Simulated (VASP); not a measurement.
# NaF (Fm-3m) in VASP: band structure with PBE+D3(BJ)

Aim: the band structure of NaF with PBE+D3(BJ).

Program: VASP 6.6.1. These are calculated values, not measurements. Logs are shortened: lines on timing, memory, paths and dates and some standing lists are left out, and cuts for length are marked.

### Step 1. Starting point

Symmetry: Fm-3m, No. 225, cubic system. Conventional cell: a = 4.625 Å, b = 4.625 Å, c = 4.625 Å, α = 90.00°, β = 90.00°, γ = 90.00°. Na (site symmetry m-3m) is surrounded by 6 F at 2.31 Å. F (site symmetry m-3m) is surrounded by 6 Na at 2.31 Å.

The cell was built by a generator and needn't be a form met in nature.

### Step 2. Band structure, PBE+D3(BJ)

Input file INCAR:

```
SYSTEM = NaF
  PREC = Accurate
  ENCUT = 520
  EDIFF = 1E-6
  ISMEAR = 0
  SIGMA = 0.02
  LREAL = .False.
  LASPH = .True.
  NELM = 100
  ALGO = Normal
  ISIF = 2
  LWAVE = .False.
  LCHARG = .False.
  GGA = PE
  IVDW = 12
```

Input file KPOINTS:

```
Automatic mesh
0
Gamma
  10 10 10
  0 0 0
```

Input file POSCAR:

```
NaF                                     
1.0
    0.0000000000      2.3126976761      2.3126976761
    2.3126976761      0.0000000000      2.3126976761
    2.3126976761      2.3126976761      0.0000000000
  Na              F             
     1     1
Direct
     0.0000000000000000    0.0000000000000000    1.0000000000000000
     0.5000000000000000    0.5000000000000000    0.5000000000000000
```

Input file KPOINTS_OPT:

```
path GXWKGLUWLK,UX
20
line-mode
reciprocal
 0.0000000000  0.0000000000  0.0000000000  G
 0.5000000000  0.0000000000  0.5000000000  X

 0.5000000000  0.0000000000  0.5000000000  X
 0.5000000000  0.2500000000  0.7500000000  W

 0.5000000000  0.2500000000  0.7500000000  W
 0.3750000000  0.3750000000  0.7500000000  K

 0.3750000000  0.3750000000  0.7500000000  K
 0.0000000000  0.0000000000  0.0000000000  G

 0.0000000000  0.0000000000  0.0000000000  G
 0.5000000000  0.5000000000  0.5000000000  L

 0.5000000000  0.5000000000  0.5000000000  L
 0.6250000000  0.2500000000  0.6250000000  U

 0.6250000000  0.2500000000  0.6250000000  U
 0.5000000000  0.2500000000  0.7500000000  W

 0.5000000000  0.2500000000  0.7500000000  W
 0.5000000000  0.5000000000  0.5000000000  L

 0.5000000000  0.5000000000  0.5000000000  L
 0.3750000000  0.3750000000  0.7500000000  K

 0.6250000000  0.2500000000  0.6250000000  U
 0.5000000000  0.0000000000  0.5000000000  X
```

Potentials or basis: VASP PAW PBE potentials, release 64 (Na_pv, F).

Launch:

```
> cat potpaw_PBE.64/Na_pv/POTCAR potpaw_PBE.64/F/POTCAR > POTCAR
> mpirun -np 1 vasp_std > vasp.out
```

OUTCAR:

```text
SYSTEM = NaF
   PREC = Accurate
   ENCUT = 520
   EDIFF = 1E-6
   ISMEAR = 0
   LREAL = .False.
   LASPH = .True.
   NELM = 100
   ISIF = 2
   GGA = PE
   IVDW = 12
 IVDW          = 12

 ion  position               nearest neighbor table
   1  0.000  0.000  0.000-   2 2.31   2 2.31   2 2.31   2 2.31   2 2.31   2 2.31
   2  0.500  0.500  0.500-   1 2.31   1 2.31   1 2.31   1 2.31   1 2.31   1 2.31

  LATTYP: Found a face centered cubic cell.
 ALAT       =     4.6253953522

  Lattice vectors:

 A1 = (   0.0000000000,   2.3126976761,   2.3126976761)
 A2 = (   2.3126976761,   0.0000000000,   2.3126976761)
 A3 = (   2.3126976761,   2.3126976761,   0.0000000000)

Analysis of symmetry for initial positions (statically):
=====================================================================
 Subroutine PRICEL returns:
 Original cell was already a primitive cell.

 Routine SETGRP: Setting up the symmetry group for a
 face centered cubic supercell.

 Subroutine GETGRP returns: Found 48 space group operations
 (whereof 48 operations were pure point group operations)
 out of a pool of 48 trial point group operations.

The static configuration has the point symmetry O_h .

Analysis of symmetry for dynamics (positions and initial velocities):
=====================================================================
 Subroutine PRICEL returns:
 Original cell was already a primitive cell.

 Routine SETGRP: Setting up the symmetry group for a
 face centered cubic supercell.

 Subroutine GETGRP returns: Found 48 space group operations
 (whereof 48 operations were pure point group operations)
 out of a pool of 48 trial point group operations.

The dynamic configuration has the point symmetry O_h .

 Subroutine INISYM returns: Found 48 space group operations
 (whereof 48 operations are pure point group operations),
 and found     1 'primitive' translations

----------------------------------------------------------------------------------------

                                     Primitive cell

  volume of cell :      24.7393

  direct lattice vectors                    reciprocal lattice vectors
     0.000000000  2.312697676  2.312697676    -0.216197735  0.216197735  0.216197735
     2.312697676  0.000000000  2.312697676     0.216197735 -0.216197735  0.216197735
     2.312697676  2.312697676  0.000000000     0.216197735  0.216197735 -0.216197735

  length of vectors
     3.270648419  3.270648419  3.270648419     0.374465462  0.374465462  0.374465462

  position of ions in fractional coordinates (direct lattice)
     0.000000000  0.000000000  0.000000000
     0.500000000  0.500000000  0.500000000

  ion indices of the primitive-cell ions
   primitive index   ion index
                 1           1
                 2           2

----------------------------------------------------------------------------------------

 KPOINTS: Automatic mesh

Automatic generation of k-mesh.
 Grid dimensions read from file:
 generate k-points for:   10   10   10

 Generating k-lattice:

  Cartesian coordinates                     Fractional coordinates (reciprocal lattice)
    -0.021619774  0.021619774  0.021619774     0.100000000  0.000000000  0.000000000
     0.021619774 -0.021619774  0.021619774     0.000000000  0.100000000  0.000000000
     0.021619774  0.021619774 -0.021619774     0.000000000  0.000000000  0.100000000

  Length of vectors
     0.037446546  0.037446546  0.037446546

  Shift w.r.t. Gamma in fractional coordinates (k-lattice)
     0.000000000  0.000000000  0.000000000

 Subroutine IBZKPT returns following result:
 ===========================================

 Found     47 irreducible k-points:

 Following reciprocal coordinates:
            Coordinates               Weight
  0.000000  0.000000  0.000000      1.000000
  0.100000  0.000000  0.000000      8.000000
  0.200000  0.000000  0.000000      8.000000
  0.300000  0.000000  0.000000      8.000000
  0.400000  0.000000  0.000000      8.000000
  0.500000  0.000000  0.000000      4.000000
[... 16 lines left out ...]
  0.300000  0.300000  0.000000      6.000000
  0.400000  0.300000  0.000000     24.000000
 [... further k-points ...]
   k-points           NKPTS =     47   k-points in BZ     NKDIM =     47   number of bands    NBANDS=     11
   number of dos      NEDOS =    301   number of ions     NIONS =      2
   total plane-waves  NPLWV =  13824
   dimension x,y,z NGX =    24 NGY =   24 NGZ =   24
   dimension x,y,z NGXF=    48 NGYF=   48 NGZF=   48
   ions per type =               1   1
   NGX,Y,Z   is equivalent  to a cutoff of  12.20, 12.20, 12.20 a.u.
   NGXF,Y,Z  is equivalent  to a cutoff of  24.40, 24.40, 24.40 a.u.
 SYSTEM =  NaF
   PREC   = accura    normal or accurate (medium, high low for compatibility)
   ISTART =      0    job   : 0-new  1-cont  2-samecut
   ICHARG =      2    charge: 1-file 2-atom 10-const
   ISPIN  =      1    spin polarized calculation?
   LNONCOLLINEAR =      F non collinear calculations
   LSORBIT =      F    spin-orbit coupling
   LASPH  =      T    aspherical Exc in radial PAW
   ENCUT  =  520.0 eV  38.22 Ry    6.18 a.u.   6.08  6.08  6.08*2*pi/ulx,y,z
   NELM   =    100;   NELMIN=  2; NELMDL= -5     # of ELM steps
   EDIFF  = 0.1E-05   stopping-criterion for ELM
   LREAL  =      F    real-space projection
[... 7 lines left out ...]
   TEBEG  =    0.0;   TEEND  =   0.0 temperature during run
   PSTRESS=    0.0 pullay stress
   NELECT =      14.0000    total number of electrons
   NUPDOWN=      -1.0000    fix difference up-down
   EMIN   =  10.00;   EMAX   =-10.00  energy-range for DOS
   EFERMI =   0.00;   METHOD = LEGACY
   ISMEAR =     0;   SIGMA  =   0.02  broadening in eV -4-tet -1-fermi 0-gaus
   EFERMI_NEDOS =   21; number of points for ismear=-14 and -15
   IALGO  =     38    algorithm
   IMIX   =      4    mixing-type and parameters
     AMIX     =   0.40;   BMIX     =  1.00
     AMIX_MAG =   1.60;   BMIX_MAG =  1.00
  volume/ion in A,a.u.               =      12.37        83.47
  Fermi-wavevector in a.u.,A,eV,Ry     =   1.354114  2.558905 24.947989  1.833625
  Thomas-Fermi vector in A             =   2.481313
   LORBIT       =      0    0 simple, 1 ext, 2 COOP (PROOUT), +10 PAW based schemes
   GGA     = PE    functional components
   LHFCALC =     F    Hartree Fock is set to
   AEXX    =    0.0000 exact exchange contribution
   IVDW    =    12    specifies the selected vdW correction
   LEPSILON=     F    determine dielectric tensor
   LRPA    =     F    only Hartree local field effects (RPA)
 non-spin polarized calculation
 Gauss-broadening in eV      SIGMA  =   0.02
  energy-cutoff  :      520.00
  volume of cell :       24.74
 maximum number of plane-waves:       678
   NGX = 13   NGY = 13   NGZ = 13

 number of electron      13.9999984 magnetization

 Free energy of the ion-electron system (eV)
  ---------------------------------------------------
  ext. energy  EPLUGINS =         0.00000000
  ---------------------------------------------------
  free energy    TOTEN  =        -8.55938382 eV

  energy without entropy =       -8.55938382  energy(sigma->0) =       -8.55938382

 E-fermi :  -1.9633     XC(G=0):  -9.1819

 val. band max:       -2.0600037059   @ k =   0.0000   0.0000   0.0000
 cond. band min:       4.2694413415   @ k =   0.0000   0.0000   0.0000
 fundamental gap:      6.3294450475
 Fermi energy:        -1.9632944320

 k-point     1 :       0.0000    0.0000    0.0000
  band No.  band energies     occupation
      1     -21.2424      2.00000
      2     -20.9900      2.00000
      3     -20.9900      2.00000
      4     -20.9900      2.00000
      5      -2.0600      2.00000
      6      -2.0600      2.00000
      7      -2.0600      2.00000
      8       4.2694      0.00000
      9      16.9563      0.00000
     10      16.9563      0.00000
     11      16.9564      0.00000

 k-point     2 :       0.1000    0.0000    0.0000
  band No.  band energies     occupation
      1     -21.3893      2.00000
      2     -20.9912      2.00000
      3     -20.9912      2.00000
      4     -20.8302      2.00000
      5      -2.2580      2.00000
      6      -2.0851      2.00000
      7      -2.0851      2.00000
      8       4.6287      0.00000
      9      15.6755      0.00000
     10      17.1138      0.00000
     11      17.1139      0.00000

 k-point     3 :       0.2000    0.0000    0.0000
  band No.  band energies     occupation
      1     -21.5841      2.00000
      2     -20.9943      2.00000
      3     -20.9943      2.00000
      4     -20.6003      2.00000
      5      -2.7138      2.00000
      6      -2.1503      2.00000
      7      -2.1503      2.00000
      8       5.5543      0.00000
      9      13.9166      0.00000
     10      17.5099      0.00000
     11      17.5100      0.00000

 k-point     4 :       0.3000    0.0000    0.0000
  band No.  band energies     occupation
      1     -21.7382      2.00000
      2     -20.9981      2.00000
      3     -20.9981      2.00000
      4     -20.4018      2.00000
      5      -3.1934      2.00000
      6      -2.2297      2.00000
      7      -2.2297      2.00000
      8       6.7680      0.00000
      9      12.4122      0.00000
     10      17.9100      0.00000
     11      17.9100      0.00000

 k-point     5 :       0.4000    0.0000    0.0000
  band No.  band energies     occupation
      1     -21.8354      2.00000
      2     -21.0012      2.00000
      3     -21.0012      2.00000
      4     -20.2686      2.00000
      5      -3.5367      2.00000
      6      -2.2929      2.00000
      7      -2.2929      2.00000
      8       8.0115      0.00000
      9      11.1658      0.00000
     10      18.0862      0.00000
     11      18.0862      0.00000
[... 211 lines left out ...]
 k-point    21 :      -0.3000    0.2000    0.0000
  band No.  band energies     occupation
      1     -21.7303      2.00000
      2     -21.0454      2.00000
      3     -21.0026      2.00000
      4     -20.3521      2.00000
      5      -3.3079      2.00000
      6      -2.5809      2.00000
      7      -2.3125      2.00000
      8       8.3905      0.00000
      9      11.6932      0.00000
     10      15.3659      0.00000
     11      18.4889      0.00000

 k-point    22 :      -0.2000    0.2000    0.0000
  band No.  band energies     occupation
      1     -21.7003      2.00000
      2     -21.0310      2.00000
      3     -20.9957      2.00000
      4     -20.4150      2.00000
      5      -3.1346      2.00000
      6      -2.4297      2.00000
      7      -2.2445      2.00000
      8       7.1975      0.00000
      9      12.5006      0.00000
     10      16.0400      0.00000
     11      19.0674      0.00000

 k-point    23 :       0.3000    0.3000    0.0000
  band No.  band energies     occupation
      1     -21.5255      2.00000
      2     -21.0252      2.00000
      3     -21.0251      2.00000
      4     -20.5997      2.00000
      5      -3.1294      2.00000
      6      -2.3364      2.00000
      7      -2.3364      2.00000
      8       7.5455      0.00000
      9      12.3599      0.00000
     10      15.8679      0.00000
     11      17.5224      0.00000

 k-point    24 :       0.4000    0.3000    0.0000
  band No.  band energies     occupation
      1     -21.4992      2.00000
      2     -21.0387      2.00000
      3     -21.0306      2.00000
      4     -20.6091      2.00000
      5      -3.2416      2.00000
      6      -2.4449      2.00000
      7      -2.3887      2.00000
      8       8.5529      0.00000
      9      11.8144      0.00000
     10      14.7331      0.00000
     11      17.6113      0.00000

 [... further k-points ...]

------------------------ aborting loop because EDIFF is reached ----------------------------------------

 Edisp (eV)   -0.34922

 E8    (eV) :    -0.1507

  FORCE on cell =-STRESS in cart. coord.  units (eV):
  Direction    XX          YY          ZZ          XY          YZ          ZX
  --------------------------------------------------------------------------------------
  -------------------------------------------------------------------------------------
  Total      -0.00248    -0.00248    -0.00248     0.00000     0.00000     0.00000
  in kB      -0.16054    -0.16054    -0.16054     0.00000     0.00000     0.00000
  external pressure =       -0.16 kB  Pullay stress =        0.00 kB

 VOLUME and BASIS-vectors are now :
 -----------------------------------------------------------------------------
  energy-cutoff  :      520.00
  volume of cell :       24.74
      direct lattice vectors                 reciprocal lattice vectors
     0.000000000  2.312697676  2.312697676    -0.216197735  0.216197735  0.216197735
     2.312697676  0.000000000  2.312697676     0.216197735 -0.216197735  0.216197735
     2.312697676  2.312697676  0.000000000     0.216197735  0.216197735 -0.216197735

 POSITION                                       TOTAL-FORCE (eV/Angst)
 -----------------------------------------------------------------------------------
      0.00000      0.00000      0.00000        -0.000000     -0.000000      0.000000
      2.31270      2.31270      2.31270         0.000000      0.000000     -0.000000
 -----------------------------------------------------------------------------------
    total drift:                                0.000000     -0.000000      0.000000

  FREE ENERGIE OF THE ION-ELECTRON SYSTEM (eV)
  ---------------------------------------------------
  free  energy   TOTEN  =        -8.9086016788 eV

  energy  without entropy=       -8.9086016788  energy(sigma->0) =       -8.90860168
```

Wall time 9.3 s (1 thread of Intel Xeon 6975P-C (Granite Rapids), shared host); peak memory 0.16 GiB.

Results:

```
Free energy                : -8.9086 eV
Pressure                   : 0.0 GPa
Band gap on the k mesh     : 6.33 eV, direct
Band gap along the path    : 6.33 eV, direct
Dispersion energy per atom : -0.175 eV
```

Levels at the corners of the path, in eV from the valence-band top:
```
point  band 4  band 5  band 6  band 7  band 8  band 9  band 10  band 11
    Γ  -18.93    0.00    0.00    0.00    6.33   19.02    19.02    19.02
    X  -18.93   -1.28   -0.41   -0.41   13.20   13.32    13.66    19.84
    X  -18.93   -1.28   -0.41   -0.41   13.20   13.32    13.66    19.84
    W  -18.47   -0.88   -0.88   -0.58   13.26   13.26    15.26    16.93
    W  -18.47   -0.88   -0.88   -0.58   13.26   13.26    15.26    16.93
    K  -18.49   -1.06   -0.84   -0.37   12.86   13.27    14.77    19.43
    K  -18.49   -1.06   -0.84   -0.37   12.86   13.27    14.77    19.43
    Γ  -18.93    0.00    0.00    0.00    6.33   19.02    19.02    19.02
    Γ  -18.93    0.00    0.00    0.00    6.33   19.02    19.02    19.02
    L  -18.16   -1.60   -0.26   -0.26   10.82   12.52    20.17    20.17
    L  -18.16   -1.60   -0.26   -0.26   10.82   12.52    20.17    20.17
    U  -18.49   -1.06   -0.84   -0.37   12.86   13.27    14.77    19.43
    U  -18.49   -1.06   -0.84   -0.37   12.86   13.27    14.77    19.43
    W  -18.47   -0.88   -0.88   -0.58   13.26   13.26    15.26    16.93
    W  -18.47   -0.88   -0.88   -0.58   13.26   13.26    15.26    16.93
    L  -18.16   -1.60   -0.26   -0.26   10.82   12.52    20.17    20.17
    L  -18.16   -1.60   -0.26   -0.26   10.82   12.52    20.17    20.17
    K  -18.49   -1.06   -0.84   -0.37   12.86   13.27    14.77    19.43
    U  -18.49   -1.06   -0.84   -0.37   12.86   13.27    14.77    19.43
    X  -18.93   -1.28   -0.41   -0.41   13.20   13.32    13.66    19.84
```
